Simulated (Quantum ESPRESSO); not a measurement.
Au:

```
CELL_PARAMETERS angstrom
0.00000 2.03500 2.03500
2.03500 0.00000 2.03500
2.03500 2.03500 0.00000
ATOMIC_POSITIONS crystal
Au 0.00000 0.00000 0.00000
```

Base run:

- Program: Quantum ESPRESSO 7.5
- Functional: PBE
- Potentials or basis: PseudoDojo 0.4.1 SR PBE standard
- Cutoff: 1034 eV
- Density cutoff: 4136 eV
- k mesh: 11 × 11 × 11
- Occupations: fermi-dirac, width 0.05 eV
- Spin: no spin polarisation

Its results: band gap on the k mesh none (metal or under the smearing width); pressure 10.3 GPa.

Problem. The run is repeated on the same cell with these changes: potentials or basis from PseudoDojo 0.4.1 SR PBE standard to SPMS 1.0 PBE; cutoff from 1034 eV to 925 eV; density cutoff from 4136 eV to 3701 eV. What comes out?

Solution. Band gap on the k mesh none (metal or under the smearing width); pressure 10.8 GPa.

Not every run made on this cell is shown here.
